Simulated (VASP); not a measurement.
# TiSe2 (P-3m1) in VASP: notebook, part 2 of 2

VASP 6.6.1. The steps go on from the part before.

### Step 4. Relaxation of cell and atoms, PBE+D3(BJ)

The COD entry that gives the cell may itself be a prediction, so a difference from it is no test against experiment.

INCAR

```
SYSTEM = TiSe2
PREC     = Accurate       ! precision mode
ENCUT    = 600            ! plane-wave cutoff, eV
EDIFF    = 1E-6           ! SCF threshold, eV
ISMEAR   = 1              ! smearing method
SIGMA    = 0.1            ! smearing width, eV
LREAL    = .False.        ! projectors in reciprocal space
LASPH    = .True.         ! aspherical terms in the spheres
NELM     = 80             ! most SCF steps
ALGO     = Normal         ! electronic algorithm
ISIF     = 3              ! what is computed and relaxed
LWAVE    = .False.        ! write WAVECAR
LCHARG   = .False.        ! write CHGCAR
GGA      = PE             ! functional
IVDW     = 12             ! dispersion correction
IBRION   = 2              ! ionic algorithm
NSW      = 90             ! ionic steps
EDIFFG   = -0.01          ! ionic threshold
KPAR     = 4
```

KPOINTS

```
Automatic mesh
0
Gamma
  12 12 6
  0 0 0
```

POSCAR

```
TiSe2
1.0
    3.5360000000      0.0000000000      0.0000000000
   -1.7680000000      3.0622658278      0.0000000000
    0.0000000000      0.0000000000      6.0040000000
Ti Se
1 2
Direct
    0.0000000000      0.0000000000      0.0000000000
    0.3333333333      0.6666666667      0.2552000000
    0.6666666667      0.3333333333      0.7448000000
```

Command:

```sh
$ cat potpaw_PBE.64/Ti_sv/POTCAR potpaw_PBE.64/Se/POTCAR > POTCAR
$ mpirun -np 4 vasp_std > vasp.out
```

It took 2.9 min on 4 MPI ranks of Intel Xeon 6975P-C (Granite Rapids), shared host; peak memory 0.3 GiB.

The run converged. Its results:

```
Free energy                            : -19.4762 eV
Relaxed volume                         : 20.50 Å³/atom
Relaxed cell                           : a = 3.482 Å, b = 3.482 Å, c = 5.859 Å, α = 90.00°, β = 90.00°, γ = 120.00°
Space group after relaxing (to 0.05 Å) : P-3m1 (No. 164)
Energy gained by relaxing              : 7.6 meV/atom
Ionic steps                            : 10
Pressure after relaxing                : 0.0 GPa
Largest force after relaxing           : 0.008 eV/Å
Band gap on the k mesh                 : none (metal or under the smearing width)
Dispersion energy per atom             : -0.451 eV
```

Forces in eV/Å, atoms in the order of the input:
```
Ti   0.000  0.000  0.000
Se   0.000  0.000 -0.008
Se   0.000  0.000  0.008
```

The path:
```
step  energy change (eV)  largest force (eV/Å)  pressure (GPa)  volume (Å³)
   1              0.0000                0.0905           -1.57        65.01
   2             -0.0085                0.3343            0.77        63.04
   3             -0.0091                0.2857            0.30        63.41
   4             -0.0154                0.1559            0.07        62.97
   5             -0.0171                0.0444           -0.12        62.60
   6             -0.0193                0.0390           -0.05        62.32
   7             -0.0226                0.0178            0.18        61.46
   8             -0.0226                0.0158            0.20        61.41
   9             -0.0222                0.0692           -0.44        61.77
  10             -0.0227                0.0080            0.00        61.51
```

Final structure:
```cif
data_structure
_symmetry_space_group_name_H-M 'P 1'
_symmetry_Int_Tables_number 1
_cell_length_a 3.4818
_cell_length_b 3.4818
_cell_length_c 5.8586
_cell_angle_alpha 90.000
_cell_angle_beta 90.000
_cell_angle_gamma 120.000
_cell_volume 61.51
loop_
_atom_site_label
_atom_site_type_symbol
_atom_site_fract_x
_atom_site_fract_y
_atom_site_fract_z
_atom_site_occupancy
Ti1 Ti 0.00000 0.00000 0.00000 1
Se1 Se 0.33333 0.66667 0.26539 1
Se2 Se 0.66667 0.33333 0.73461 1
```

Levels at points of the mesh, in eV from the Fermi level:
```csv
k point,band 10,band 11,band 12,band 13,band 14,band 15
"(0.00, 0.00, 0.00)",0.38,0.52,0.52,0.58,0.62,0.62
"(0.50, 0.00, 0.00)",-2.86,-2.24,-1.42,0.05,1.48,1.90
"(0.00, 0.00, 0.50)",-2.16,0.29,0.29,0.50,0.50,1.28
"(0.50, 0.00, 0.50)",-2.54,-1.12,-0.84,-0.25,1.47,1.87
```

### Step 5. Relaxation of cell and atoms, PBE+D3(BJ)

This run uses another cell than the first one, of 20.50 Å³/atom, 0.946 times its volume.

INCAR: that of step 4 with these lines changed.

```diff
@@ -3,3 +3,3 @@
 ENCUT    = 600            ! plane-wave cutoff, eV
-EDIFF    = 1E-6           ! SCF threshold, eV
+EDIFF    = 1E-7           ! SCF threshold, eV
 ISMEAR   = 1              ! smearing method
@@ -17,3 +17,3 @@
 NSW      = 90             ! ionic steps
-EDIFFG   = -0.01          ! ionic threshold
+EDIFFG   = -0.005         ! ionic threshold
 KPAR     = 4
```

KPOINTS is that of step 4.

POSCAR

```
TiSe2                                   
1.0
    3.4817797602      0.0000000000     -0.0000000000
   -1.7408898801      3.0153097228     -0.0000000000
   -0.0000000000      0.0000000000      5.8586364345
  Ti              Se            
     1     2
Direct
     0.0000000000000000    0.0000000000000000    0.0000000000000000
     0.3333333332999970    0.6666666667000030    0.2653902336693684
     0.6666666667000030    0.3333333332999970    0.7346097663306316
```

Potentials or basis: VASP PAW PBE potentials, release 64 (Ti_sv, Se).

Command:

```sh
$ cat potpaw_PBE.64/Ti_sv/POTCAR potpaw_PBE.64/Se/POTCAR > POTCAR
$ mpirun -np 4 vasp_std > vasp.out
```

OUTCAR:

```text
SYSTEM = TiSe2
   PREC = Accurate
   ENCUT = 600
   EDIFF = 1E-7
   ISMEAR = 1
   LREAL = .False.
   LASPH = .True.
   NELM = 80
   ISIF = 3
   GGA = PE
   IVDW = 12
   IBRION = 2
   NSW = 90
   EDIFFG = -0.005
 IVDW          = 12

 ion  position               nearest neighbor table
   1  0.000  0.000  0.000-   2 2.54   3 2.54   3 2.54   2 2.54   3 2.54   2 2.54
   2  0.333  0.667  0.265-   1 2.54   1 2.54   1 2.54
   3  0.667  0.333  0.735-   1 2.54   1 2.54   1 2.54

  LATTYP: Found a hexagonal cell.
 ALAT       =     3.4817797602
 C/A-ratio  =     1.6826556641

  Lattice vectors:

 A1 = (   3.4817797602,   0.0000000000,   0.0000000000)
 A2 = (  -1.7408898801,   3.0153097228,   0.0000000000)
 A3 = (   0.0000000000,   0.0000000000,   5.8586364345)

Analysis of symmetry for initial positions (statically):
=====================================================================
 Subroutine PRICEL returns:
 Original cell was already a primitive cell.

 Routine SETGRP: Setting up the symmetry group for a
 hexagonal supercell.

 Subroutine GETGRP returns: Found 12 space group operations
 (whereof 12 operations were pure point group operations)
 out of a pool of 24 trial point group operations.

The static configuration has the point symmetry D_3d.

Analysis of symmetry for dynamics (positions and initial velocities):
[... 148 lines left out ...]
  volume of cell :       61.51
 maximum number of plane-waves:      2071
   NGX = 13   NGY = 13   NGZ = 23

--------------------------------------- Ionic step        1  -------------------------------------------

 number of electron      24.0000002 magnetization

 Free energy of the ion-electron system (eV)
  ---------------------------------------------------
  ext. energy  EPLUGINS =         0.00000000
  ---------------------------------------------------
  free energy    TOTEN  =       -18.12272641 eV

  energy without entropy =      -18.12277034  energy(sigma->0) =      -18.12274105

------------------------ aborting loop because EDIFF is reached ----------------------------------------

 Edisp (eV)   -1.35292

 E8    (eV) :    -0.5869
[... 114 lines left out ...]
--------------------------------------- Ionic step        4  -------------------------------------------

 number of electron      24.0000002 magnetization

 Free energy of the ion-electron system (eV)
  ---------------------------------------------------
  ext. energy  EPLUGINS =         0.00000000
  ---------------------------------------------------
  free energy    TOTEN  =       -18.12375793 eV

  energy without entropy =      -18.12381036  energy(sigma->0) =      -18.12377541

 E-fermi :   5.3858     XC(G=0): -10.3028

 val. band max:        5.3810220726   @ k =   0.0000   0.4167   0.1667
 cond. band min:       5.3898094406   @ k =   0.0833  -0.0000   0.0000
 fundamental gap:      0.0087873679
 Fermi energy:         5.3858383100

 k-point     1 :       0.0000    0.0000    0.0000
  band No.  band energies     occupation
      1     -52.1381      2.00000
      2     -28.3714      2.00000
      3     -28.3574      2.00000
      4     -28.3574      2.00000
      5      -8.8226      2.00000
      6      -7.2045      2.00000
[... 433 lines left out ...]
      3     -28.3657      2.00000
      4     -28.3633      2.00000
      5      -8.4407      2.00000
      6      -7.2149      2.00000
[... 8 lines left out ...]
     15       6.9421     -0.00000
     16       8.3100      0.00000

 [... further k-points ...]

------------------------ aborting loop because EDIFF is reached ----------------------------------------

 Edisp (eV)   -1.35190

 E8    (eV) :    -0.5864
[... 26 lines left out ...]
  FREE ENERGIE OF THE ION-ELECTRON SYSTEM (eV)
  ---------------------------------------------------
  free  energy   TOTEN  =       -19.4756593607 eV

  energy  without entropy=      -19.4757117931  energy(sigma->0) =      -19.47567684

 reached required accuracy - stopping structural energy minimisation
```

CONTCAR:

```text
TiSe2
   1.00000000000000
     3.4835335886726679   -0.0000000000000000    0.0000000000000000
    -1.7417667943363340    3.0168285828113386   -0.0000000000000000
     0.0000000000000000    0.0000000000000000    5.8570485973838275
  Ti              Se
     1     2
Direct
     0.0000000000000000    0.0000000000000000    0.0000000000000000
     0.3333333332999970    0.6666666667000030    0.2651999706857799
     0.6666666667000030    0.3333333332999970    0.7348000293142201

  0.00000000E+00  0.00000000E+00  0.00000000E+00
  0.00000000E+00  0.00000000E+00  0.00000000E+00
  0.00000000E+00  0.00000000E+00  0.00000000E+00
```

It took 71 s on 4 MPI ranks of Intel Xeon 6975P-C (Granite Rapids), shared host; peak memory 0.29 GiB.

Results:

* Free energy: -19.4757 eV
* Relaxed volume: 20.52 Å³/atom
* Relaxed cell: a = 3.484 Å, b = 3.484 Å, c = 5.857 Å, α = 90.00°, β = 90.00°, γ = 120.00°
* Space group after relaxing (to 0.05 Å): P-3m1 (No. 164)
* Energy gained by relaxing: 0.0 meV/atom
* Ionic steps: 4
* Pressure after relaxing: 0.0 GPa
* Band gap on the k mesh: none (metal or under the smearing width)
* Dispersion energy per atom: -0.451 eV

Final structure:
```xyz
3
Lattice="3.4835 0.0000 0.0000 -1.7418 3.0168 0.0000 0.0000 0.0000 5.8570" Properties=species:S:1:pos:R:3 pbc="T T T"
Ti    0.0000    0.0000    0.0000
Se    0.0000    2.0112    1.5533
Se    1.7418    1.0056    4.3038
```

Levels at points of the mesh, in eV from the Fermi level:
```csv
k point,band 9,band 10,band 11,band 12,band 13,band 14,band 15,band 16
"(0.00, 0.00, 0.00)",-2.25,0.38,0.51,0.51,0.58,0.61,0.61,3.29
"(0.50, 0.00, 0.00)",-2.94,-2.86,-2.24,-1.42,0.05,1.47,1.89,3.22
"(0.00, 0.00, 0.50)",-2.16,-2.16,0.29,0.29,0.49,0.49,1.28,3.75
"(0.50, 0.00, 0.50)",-2.82,-2.55,-1.11,-0.85,-0.25,1.47,1.86,3.05
```

Caveat: pairwise dispersion overbinds metals, which lowers pressure and volume.
